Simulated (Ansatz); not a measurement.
Born–Oppenheimer molecular dynamics of a periodic cell of 19 atoms, TiAl18 (surface Al(110), adsorbate Ti). It starts from a relaxed structure.

Computed with Ansatz, DFT PBEsol, scalar-relativistic, plane waves, PAW. Settings: accuracy low, PAW set soft_1, cutoff 420 eV, k mesh 1x3x1, fermi-dirac smearing 0.1 eV, no spin polarisation.

```json
{"ensemble": "NVT, Nosé–Hoover chain", "time step": "2 fs", "steps asked": "120", "set temperature": "300 K", "thermostat": "time constant 200 fs, chain length 3", "atoms held": "1 to 6", "seed": "186496"}
```

Frames 4 fs apart, positions in Å.

Velocities at 100.0 fs (Å/ps):

```
Al 0.00 0.00 0.00
Al 0.00 0.00 0.00
Al 0.00 0.00 0.00
Al 0.00 0.00 0.00
Al 0.00 0.00 0.00
Al 0.00 0.00 0.00
Al 2.75 -1.78 3.19
Al -0.90 -4.18 -0.14
Al -1.89 -0.21 -2.72
Al -1.94 -2.06 4.21
Al 3.25 -1.32 1.47
Al 2.64 1.05 1.17
Al 5.39 1.06 -1.45
Al -4.92 2.21 2.75
Al -0.56 1.40 -0.42
Al 4.16 -1.25 1.84
Al -3.33 2.00 2.35
Al -0.57 1.97 -1.41
Ti 1.01 0.30 -1.12
```

```xyz
19
Lattice="12.1500 0.0000 0.0000 0.0000 5.7276 0.0000 0.0000 0.0000 15.8638" Properties=species:S:1:pos:R:3 time_fs=100.0 energy_less_start_eV=0.218 T=187
Al 0.000 0.000 1.000
Al 4.050 0.000 1.000
Al 8.100 0.000 1.000
Al 0.000 2.864 1.000
Al 4.050 2.864 1.000
Al 8.100 2.864 1.000
Al 2.001 1.444 2.190
Al 6.027 1.585 2.590
Al 10.081 1.208 2.464
Al 2.049 4.218 2.258
Al 6.036 4.550 2.172
Al 10.145 4.082 2.271
Al 0.089 -0.069 3.786
Al 4.020 -0.317 3.736
Al 7.967 -0.255 3.850
Al 0.026 2.702 3.767
Al 3.767 2.528 3.823
Al 8.368 2.624 3.941
Ti 6.026 3.614 4.595
19
Lattice="12.1500 0.0000 0.0000 0.0000 5.7276 0.0000 0.0000 0.0000 15.8638" Properties=species:S:1:pos:R:3 time_fs=104.0 energy_less_start_eV=0.207 T=195
Al 0.000 0.000 1.000
Al 4.050 0.000 1.000
Al 8.100 0.000 1.000
Al 0.000 2.864 1.000
Al 4.050 2.864 1.000
Al 8.100 2.864 1.000
Al 2.012 1.435 2.202
Al 6.024 1.569 2.589
Al 10.074 1.207 2.453
Al 2.041 4.210 2.275
Al 6.049 4.543 2.177
Al 10.156 4.087 2.277
Al 0.111 -0.065 3.780
Al 4.000 -0.308 3.748
Al 7.965 -0.249 3.848
Al 0.042 2.698 3.774
Al 3.753 2.536 3.833
Al 8.366 2.632 3.935
Ti 6.030 3.615 4.590
19
Lattice="12.1500 0.0000 0.0000 0.0000 5.7276 0.0000 0.0000 0.0000 15.8638" Properties=species:S:1:pos:R:3 time_fs=108.0 energy_less_start_eV=0.202 T=200
Al 0.000 0.000 1.000
Al 4.050 0.000 1.000
Al 8.100 0.000 1.000
Al 0.000 2.864 1.000
Al 4.050 2.864 1.000
Al 8.100 2.864 1.000
Al 2.022 1.424 2.215
Al 6.022 1.555 2.587
Al 10.069 1.206 2.442
Al 2.030 4.202 2.292
Al 6.064 4.534 2.181
Al 10.166 4.094 2.284
Al 0.132 -0.064 3.774
Al 3.981 -0.300 3.762
Al 7.965 -0.244 3.846
Al 0.058 2.696 3.782
Al 3.738 2.545 3.842
Al 8.365 2.640 3.926
Ti 6.034 3.617 4.586
19
Lattice="12.1500 0.0000 0.0000 0.0000 5.7276 0.0000 0.0000 0.0000 15.8638" Properties=species:S:1:pos:R:3 time_fs=112.0 energy_less_start_eV=0.203 T=202
Al 0.000 0.000 1.000
Al 4.050 0.000 1.000
Al 8.100 0.000 1.000
Al 0.000 2.864 1.000
Al 4.050 2.864 1.000
Al 8.100 2.864 1.000
Al 2.032 1.410 2.228
Al 6.021 1.544 2.585
Al 10.064 1.205 2.430
Al 2.018 4.195 2.309
Al 6.078 4.522 2.184
Al 10.176 4.101 2.294
Al 0.152 -0.065 3.767
Al 3.962 -0.292 3.777
Al 7.966 -0.239 3.844
Al 0.074 2.696 3.790
Al 3.723 2.555 3.853
Al 8.365 2.647 3.916
Ti 6.037 3.619 4.582
19
Lattice="12.1500 0.0000 0.0000 0.0000 5.7276 0.0000 0.0000 0.0000 15.8638" Properties=species:S:1:pos:R:3 time_fs=116.0 energy_less_start_eV=0.210 T=200
Al 0.000 0.000 1.000
Al 4.050 0.000 1.000
Al 8.100 0.000 1.000
Al 0.000 2.864 1.000
Al 4.050 2.864 1.000
Al 8.100 2.864 1.000
Al 2.041 1.394 2.239
Al 6.021 1.535 2.582
Al 10.062 1.205 2.419
Al 2.005 4.189 2.326
Al 6.092 4.508 2.184
Al 10.185 4.109 2.305
Al 0.171 -0.068 3.761
Al 3.945 -0.286 3.793
Al 7.969 -0.234 3.842
Al 0.089 2.699 3.797
Al 3.707 2.566 3.864
Al 8.367 2.653 3.904
Ti 6.040 3.621 4.578
19
Lattice="12.1500 0.0000 0.0000 0.0000 5.7276 0.0000 0.0000 0.0000 15.8638" Properties=species:S:1:pos:R:3 time_fs=120.0 energy_less_start_eV=0.221 T=196
Al 0.000 0.000 1.000
Al 4.050 0.000 1.000
Al 8.100 0.000 1.000
Al 0.000 2.864 1.000
Al 4.050 2.864 1.000
Al 8.100 2.864 1.000
Al 2.049 1.376 2.250
Al 6.021 1.528 2.579
Al 10.062 1.204 2.408
Al 1.992 4.183 2.341
Al 6.104 4.492 2.183
Al 10.194 4.118 2.318
Al 0.188 -0.073 3.755
Al 3.929 -0.280 3.809
Al 7.974 -0.229 3.840
Al 0.102 2.702 3.805
Al 3.693 2.578 3.875
Al 8.370 2.659 3.889
Ti 6.042 3.623 4.574
19
Lattice="12.1500 0.0000 0.0000 0.0000 5.7276 0.0000 0.0000 0.0000 15.8638" Properties=species:S:1:pos:R:3 time_fs=124.0 energy_less_start_eV=0.235 T=190
Al 0.000 0.000 1.000
Al 4.050 0.000 1.000
Al 8.100 0.000 1.000
Al 0.000 2.864 1.000
Al 4.050 2.864 1.000
Al 8.100 2.864 1.000
Al 2.056 1.357 2.260
Al 6.022 1.524 2.576
Al 10.064 1.205 2.397
Al 1.979 4.177 2.354
Al 6.114 4.474 2.179
Al 10.202 4.128 2.333
Al 0.203 -0.078 3.750
Al 3.916 -0.275 3.826
Al 7.981 -0.224 3.838
Al 0.115 2.708 3.812
Al 3.679 2.590 3.886
Al 8.374 2.664 3.874
Ti 6.042 3.626 4.571
19
Lattice="12.1500 0.0000 0.0000 0.0000 5.7276 0.0000 0.0000 0.0000 15.8638" Properties=species:S:1:pos:R:3 time_fs=128.0 energy_less_start_eV=0.251 T=183
Al 0.000 0.000 1.000
Al 4.050 0.000 1.000
Al 8.100 0.000 1.000
Al 0.000 2.864 1.000
Al 4.050 2.864 1.000
Al 8.100 2.864 1.000
Al 2.062 1.336 2.269
Al 6.022 1.522 2.573
Al 10.069 1.207 2.387
Al 1.967 4.171 2.366
Al 6.121 4.455 2.173
Al 10.209 4.138 2.348
Al 0.216 -0.085 3.747
Al 3.905 -0.270 3.843
Al 7.988 -0.220 3.836
Al 0.126 2.714 3.818
Al 3.666 2.603 3.898
Al 8.379 2.669 3.857
Ti 6.042 3.628 4.569
19
Lattice="12.1500 0.0000 0.0000 0.0000 5.7276 0.0000 0.0000 0.0000 15.8638" Properties=species:S:1:pos:R:3 time_fs=132.0 energy_less_start_eV=0.267 T=176
Al 0.000 0.000 1.000
Al 4.050 0.000 1.000
Al 8.100 0.000 1.000
Al 0.000 2.864 1.000
Al 4.050 2.864 1.000
Al 8.100 2.864 1.000
Al 2.067 1.315 2.277
Al 6.022 1.522 2.570
Al 10.076 1.210 2.378
Al 1.957 4.165 2.376
Al 6.126 4.436 2.165
Al 10.216 4.147 2.365
Al 0.225 -0.093 3.745
Al 3.896 -0.267 3.859
Al 7.998 -0.216 3.834
Al 0.136 2.720 3.824
Al 3.655 2.617 3.909
Al 8.385 2.674 3.839
Ti 6.041 3.630 4.567
19
Lattice="12.1500 0.0000 0.0000 0.0000 5.7276 0.0000 0.0000 0.0000 15.8638" Properties=species:S:1:pos:R:3 time_fs=136.0 energy_less_start_eV=0.282 T=169
Al 0.000 0.000 1.000
Al 4.050 0.000 1.000
Al 8.100 0.000 1.000
Al 0.000 2.864 1.000
Al 4.050 2.864 1.000
Al 8.100 2.864 1.000
Al 2.070 1.293 2.284
Al 6.022 1.523 2.567
Al 10.086 1.214 2.370
Al 1.948 4.158 2.383
Al 6.128 4.417 2.155
Al 10.221 4.157 2.382
Al 0.231 -0.101 3.746
Al 3.890 -0.264 3.874
Al 8.008 -0.212 3.831
Al 0.144 2.728 3.830
Al 3.645 2.630 3.921
Al 8.392 2.678 3.820
Ti 6.038 3.632 4.566
19
Lattice="12.1500 0.0000 0.0000 0.0000 5.7276 0.0000 0.0000 0.0000 15.8638" Properties=species:S:1:pos:R:3 time_fs=140.0 energy_less_start_eV=0.294 T=163
Al 0.000 0.000 1.000
Al 4.050 0.000 1.000
Al 8.100 0.000 1.000
Al 0.000 2.864 1.000
Al 4.050 2.864 1.000
Al 8.100 2.864 1.000
Al 2.072 1.272 2.290
Al 6.022 1.526 2.565
Al 10.097 1.219 2.363
Al 1.943 4.151 2.387
Al 6.128 4.397 2.142
Al 10.226 4.166 2.400
Al 0.234 -0.109 3.749
Al 3.886 -0.262 3.889
Al 8.020 -0.208 3.829
Al 0.151 2.735 3.835
Al 3.636 2.644 3.932
Al 8.398 2.681 3.801
Ti 6.035 3.635 4.565
19
Lattice="12.1500 0.0000 0.0000 0.0000 5.7276 0.0000 0.0000 0.0000 15.8638" Properties=species:S:1:pos:R:3 time_fs=144.0 energy_less_start_eV=0.304 T=160
Al 0.000 0.000 1.000
Al 4.050 0.000 1.000
Al 8.100 0.000 1.000
Al 0.000 2.864 1.000
Al 4.050 2.864 1.000
Al 8.100 2.864 1.000
Al 2.074 1.252 2.295
Al 6.021 1.530 2.563
Al 10.111 1.226 2.357
Al 1.940 4.144 2.387
Al 6.124 4.379 2.128
Al 10.229 4.176 2.418
Al 0.233 -0.118 3.755
Al 3.885 -0.261 3.902
Al 8.032 -0.206 3.826
Al 0.156 2.741 3.839
Al 3.628 2.657 3.943
Al 8.405 2.684 3.782
Ti 6.032 3.636 4.565
```

Of the whole run (240 fs, mean temperature of the second half 172 K): The conserved energy stayed within 0.035 meV per atom of its start (net change 0.027 meV per atom), so the integration is sound. The mean temperature of the second half is 43 % below the set value. A run of 0.24 ps of so small a system gives no equilibrium averages. Limits of this set-up: coarse k mesh, thin slab, slab without dipole correction, PAW files made for another functional, low accuracy level.

The run took 15 min on 1 thread of Arm Neoverse V1 (shared host), peak memory 0.9 GiB.
